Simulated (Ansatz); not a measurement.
BeS under changes of volume

One of the cells (14.261 Å³/atom); the others are scaled copies at fixed shape and fractional positions:

```
S Be
1.0
     0.00000    2.42500    2.42500
     2.42500    0.00000    2.42500
     2.42500    2.42500    0.00000
S Be
1 1
Cartesian
  3.6375 3.6375 3.6375
  0.0000 0.0000 0.0000
```

```yaml
Program: Ansatz 0.2.0
Functional: PBE
Potentials_or_basis: Ansatz PAW
Cutoff: "420 eV (not typed: the program's choice for these potentials)"
k_mesh: 9 × 9 × 9
Occupations: fermi-dirac, width 0.05 eV
Spin: no spin polarisation
```

| volume (Å³/atom) | energy over the lowest point (meV/atom) | pressure (GPa) | gap on the mesh (eV) |
| --- | --- | --- | --- |
| 13.405 | 26.71 | 8.4 | 3.06 |
| 13.690 | ? | ? | ? |
| 13.975 | 5.60 | 3.6 | 3.16 |
| 14.261 | 1.04 | 1.5 | 3.20 |
| 14.546 | 0.00 | -0.3 | 3.24 |
| 14.831 | 2.16 | -2.1 | 3.28 |
| 15.116 | 7.23 | -3.6 | 3.32 |

Task: What does the run at 13.690 Å³/atom give?

Result: Energy over the lowest point 14.03 meV/atom; pressure 5.9 GPa; gap on the mesh 3.11 eV.

Worked out: A Birch-Murnaghan fit of order 3 (a polynomial in V^(-2/3)) to the other rows has its minimum at 14.49 Å³/atom with B0 = V·E''(V) = 93 GPa and B' = 3.8. It gives 14.03 meV/atom at 13.690 Å³/atom, against the run's 14.03, and -dE/dV = 5.9 GPa, against 5.9. A straight line through the other rows of the gap, of slope 2.14 eV per unit of ln V, gives 3.11 eV, against the run's 3.11.

Energies are extrapolated to zero smearing.

Caveats: odd divisions of the mesh miss points on the zone boundary, where band edges often lie, so the gap on the mesh can be too wide.

A mesh can miss the band edges.
